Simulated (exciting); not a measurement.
# InP (F-43m) in exciting: settings compared

One crystal, InP, is run at these levels: PBE, PBEsol; tasks: Wannier functions, TDDFT spectrum, phonons.

All numbers are computed with exciting (release sodium); they aren't measurements. Logs are shortened: lines on timing, memory, paths and dates and some standing lists are left out, and cuts for length are marked.

**Experimental background.**

From a printed reference work, data compilation, for a bulk crystal of InP at 1.6 K: band gap 1.4236 eV (direct).

The results are compared with them further down.

## (1) Starting point

Symmetry: F-43m, No. 216, cubic system. Conventional cell: a = 5.861 Å, b = 5.861 Å, c = 5.861 Å, α = 90.00°, β = 90.00°, γ = 90.00°. In (site symmetry -43m) is surrounded by 4 P at 2.54 Å. P (site symmetry -43m) has 4 In at 2.54 Å as nearest neighbours.

## (2) Wannier functions, PBE

The input, input.xml:

```xml
<input>
  <title>InP</title>
  <structure speciespath="./" tshift="false">
    <crystal scale="1">
      <basevect>0.000000000000 5.537842408216 5.537842408216</basevect>
      <basevect>5.537842408216 0.000000000000 5.537842408216</basevect>
      <basevect>5.537842408216 5.537842408216 0.000000000000</basevect>
    </crystal>
    <species speciesfile="In.xml" rmt="2.3">
      <atom coord="0.000000000000 0.000000000000 0.000000000000"/>
    </species>
    <species speciesfile="P.xml" rmt="2">
      <atom coord="0.750000000000 0.750000000000 0.750000000000"/>
    </species>
  </structure>
  <groundstate do="fromscratch" ngridk="4 4 4" rgkmax="6.3" gmaxvr="14" lmaxapw="10" lmaxmat="10" lmaxvr="8" xctype="GGA_PBE" stype="Gaussian" swidth="0.00018375" nempty="10" ValenceRelativity="iora*" epsengy="1e-05" epspot="1e-05" maxscl="60" outputlevel="normal"/>
  <properties>
    <wannier do="fromscratch">
      <group fst="10" lst="12" method="opfmax"/>
    </wannier>
  </properties>
</input>
```

Potentials or basis: all-electron LAPW+lo, shipped species files, valence relativity iora*.

Command:

```console
> OMP_NUM_THREADS=1 exciting_smp
```

INFO.OUT:

```text
================================================================================
EXCITING SODIUM started
[... 10 lines left out ...]

 Lattice vectors (cartesian) :
      0.0000000000      5.5378424082      5.5378424082
      5.5378424082      0.0000000000      5.5378424082
      5.5378424082      5.5378424082      0.0000000000

 Reciprocal lattice vectors (cartesian) :
     -0.5672954234      0.5672954234      0.5672954234
      0.5672954234     -0.5672954234      0.5672954234
      0.5672954234      0.5672954234     -0.5672954234

 Unit cell volume                           :     339.6657630548
 Brillouin zone volume                      :       0.7302773503

 Species :    1 (In)
     parameters loaded from                 :    In.xml
     name                                   :    indium
     nuclear charge                         :     -49.00000000
     electronic charge                      :      49.00000000
     atomic mass                            :  209300.41010000
     muffin-tin radius                      :       2.30000000
     # of radial points in muffin-tin       :     400

     atomic positions (lattice) :
       1 :   0.00000000  0.00000000  0.00000000

 Species :    2 (P)
     parameters loaded from                 :    P.xml
     name                                   :    phosphorus
     nuclear charge                         :     -15.00000000
     electronic charge                      :      15.00000000
     atomic mass                            :   56461.71408000
     muffin-tin radius                      :       2.00000000
     # of radial points in muffin-tin       :     300

     atomic positions (lattice) :
       1 :   0.75000000  0.75000000  0.75000000

 Total number of atoms per unit cell        :       2

 Spin treatment                             :    spin-unpolarised

 Number of Bravais lattice symmetries       :      48
 Number of crystal symmetries               :      24

 k-point grid                               :       4    4    4
 Total number of k-points                   :      10
 k-point set is reduced with crystal symmetries

 R^MT_min * |G+k|_max (rgkmax)              :       6.30000000
 Species with R^MT_min                      :       2 (P)
 Maximum |G+k| for APW functions            :       3.15000000
 Maximum |G| for potential and density      :      14.00000000

 G-vector grid sizes                        :      36    36    36
 Total number of G-vectors                  :   15665

 Maximum angular momentum used for
     APW functions                          :      10
     computing H and O matrix elements      :      10
     potential and density                  :       8
     inner part of muffin-tin               :       2

 Total nuclear charge                       :     -64.00000000
 Total electronic charge                    :      64.00000000
 Total core charge                          :      40.00000000
 Total valence charge                       :      24.00000000

 Number of empty states                     :      10
 Total number of valence states             :      23

 Maximum Hamiltonian size                   :     211
 Maximum number of plane-waves              :     190
 Total number of local-orbitals             :      21

 Exchange-correlation type                  :      20
     Perdew-Burke-Ernzerhof, Phys. Rev. Lett. 77, 3865 (1996)
     Generalised gradient approximation (GGA)

 Smearing scheme                            :    Gaussian
 Smearing width                             :       0.00018375

 Using multisecant Broyden potential mixing
[... 16 lines left out ...]
+ SCF iteration number :    1                                                  +
++++++++++++++++++++++++++++++++++++++++++++++++++++++++++++++++++++++++++++++++
 Total energy                               :     -6222.28867371
 _______________________________________________________________
 Fermi energy                               :         0.16578635
 Kinetic energy                             :      6527.15681122
 Coulomb energy                             :    -12566.15868000
 Exchange energy                            :      -180.06524314
 Correlation energy                         :        -3.22156180

 DOS at Fermi energy (states/Ha/cell)       :         0.00000000

 Electron charges :
     core                                   :        40.00000000
     core leakage                           :         0.00169919
     valence                                :        24.00000000
     interstitial                           :         4.42197120
     charge in muffin-tin spheres :
                  atom     1    In          :        46.54682320
                  atom     2     P          :        13.03120561
     total charge in muffin-tins            :        59.57802880
     total charge                           :        64.00000000

 Estimated fundamental gap                  :         0.04275892
        valence-band maximum at    1      0.0000  0.0000  0.0000
     conduction-band minimum at    1      0.0000  0.0000  0.0000

++++++++++++++++++++++++++++++++++++++++++++++++++++++++++++++++++++++++++++++++
+ SCF iteration number :    2                                                  +
++++++++++++++++++++++++++++++++++++++++++++++++++++++++++++++++++++++++++++++++
 Total energy                               :     -6224.73151166
 _______________________________________________________________
 Fermi energy                               :         0.17397038
 Kinetic energy                             :      6525.29117072
 Coulomb energy                             :    -12566.72634383
 Exchange energy                            :      -180.07258217
 Correlation energy                         :        -3.22375637

 DOS at Fermi energy (states/Ha/cell)       :         0.00000000

 Electron charges :
     core                                   :        40.00000000
     core leakage                           :         0.00171130
     valence                                :        24.00000000
     interstitial                           :         4.47896565
     charge in muffin-tin spheres :
                  atom     1    In          :        46.63791529
                  atom     2     P          :        12.88311906
     total charge in muffin-tins            :        59.52103435
     total charge                           :        64.00000000

 Estimated fundamental gap                  :         0.03275937
        valence-band maximum at    1      0.0000  0.0000  0.0000
     conduction-band minimum at    1      0.0000  0.0000  0.0000

 RMS change in effective potential (target) :  0.742952E-01  ( 0.100000E-04)
 Absolute change in total energy   (target) :   2.44284      ( 0.100000E-04)
 Charge distance                   (target) :  0.557568E-02  ( 0.100000E-04)

++++++++++++++++++++++++++++++++++++++++++++++++++++++++++++++++++++++++++++++++
+ SCF iteration number :    3                                                  +
++++++++++++++++++++++++++++++++++++++++++++++++++++++++++++++++++++++++++++++++
 Total energy                               :     -6225.35348266
 _______________________________________________________________
 Fermi energy                               :         0.17743242
 Kinetic energy                             :      6524.63063880
 Coulomb energy                             :    -12566.69605085
 Exchange energy                            :      -180.06337793
 Correlation energy                         :        -3.22469269
[... 323 lines left out ...]
 Electron charges :
     core                                   :        40.00000000
     core leakage                           :         0.00170291
     valence                                :        24.00000000
     interstitial                           :         4.53624766
     charge in muffin-tin spheres :
                  atom     1    In          :        46.69770118
                  atom     2     P          :        12.76605117
     total charge in muffin-tins            :        59.46375234
     total charge                           :        64.00000000

 Estimated fundamental gap                  :         0.02479970
        valence-band maximum at    1      0.0000  0.0000  0.0000
     conduction-band minimum at    1      0.0000  0.0000  0.0000

 RMS change in effective potential (target) :  0.389139E-08  ( 0.100000E-04)
 Absolute change in total energy   (target) :  0.499281E-05  ( 0.100000E-04)
 Charge distance                   (target) :  0.254370E-08  ( 0.100000E-04)

++++++++++++++++++++++++++++++++++++++++++++++++++++++++++++++++++++++++++++++++
+ SCF iteration number :   14                                                  +
++++++++++++++++++++++++++++++++++++++++++++++++++++++++++++++++++++++++++++++++
 Total energy                               :     -6225.35705298
 _______________________________________________________________
 Fermi energy                               :         0.17612159
 Kinetic energy                             :      6524.18342828
 Coulomb energy                             :    -12566.27248618
 Exchange energy                            :      -180.04283034
 Correlation energy                         :        -3.22516473

 DOS at Fermi energy (states/Ha/cell)       :         0.00000000

 Electron charges :
     core                                   :        40.00000000
     core leakage                           :         0.00170291
     valence                                :        24.00000000
     interstitial                           :         4.53624766
     charge in muffin-tin spheres :
                  atom     1    In          :        46.69770117
                  atom     2     P          :        12.76605117
     total charge in muffin-tins            :        59.46375234
     total charge                           :        64.00000000

 Estimated fundamental gap                  :         0.02479970
        valence-band maximum at    1      0.0000  0.0000  0.0000
     conduction-band minimum at    1      0.0000  0.0000  0.0000

 RMS change in effective potential (target) :  0.403039E-09  ( 0.100000E-04)
 Absolute change in total energy   (target) :  0.580268E-06  ( 0.100000E-04)
 Charge distance                   (target) :  0.316032E-09  ( 0.100000E-04)

++++++++++++++++++++++++++++++++++++++++++++++++++++++++++++++++++++++++++++++++
| Convergency criteria checked for the last 2 iterations                       +
| Convergence targets achieved. Performing final SCF iteration                 +
++++++++++++++++++++++++++++++++++++++++++++++++++++++++++++++++++++++++++++++++
 Total energy                               :     -6225.35705268
 _______________________________________________________________
 Fermi energy                               :         0.17612159
 Kinetic energy                             :      6524.18342839
 Coulomb energy                             :    -12566.27248601
 Exchange energy                            :      -180.04283033
 Correlation energy                         :        -3.22516473

 DOS at Fermi energy (states/Ha/cell)       :         0.00000000

 Electron charges :
     core                                   :        40.00000000
     core leakage                           :         0.00170291
     valence                                :        24.00000000
     interstitial                           :         4.53624766
     charge in muffin-tin spheres :
                  atom     1    In          :        46.69770117
                  atom     2     P          :        12.76605117
     total charge in muffin-tins            :        59.46375234
     total charge                           :        64.00000000

 Estimated fundamental gap                  :         0.02479970
        valence-band maximum at    1      0.0000  0.0000  0.0000
     conduction-band minimum at    1      0.0000  0.0000  0.0000

++++++++++++++++++++++++++++++++++++++++++++++++++++++++++++++++++++++++++++++++
[... 9 lines left out ...]
| EXCITING SODIUM stopped                                                      =
================================================================================
```

It took 33 s on 1 thread of AMD EPYC 7R43 (Zen 3), shared host; peak memory 0.15 GiB.

The run converged, but a check on its numbers failed (symmetry, net force, bounds or a known fault of this set-up), so they aren't taken as properties of the crystal.

Caveat: the k mesh is coarse (spacing up to 0.46 Å⁻¹), so the values aren't converged; spin-orbit coupling is left out, which moves the levels of the heavy elements.

(Part 1 of 2 ends here.)
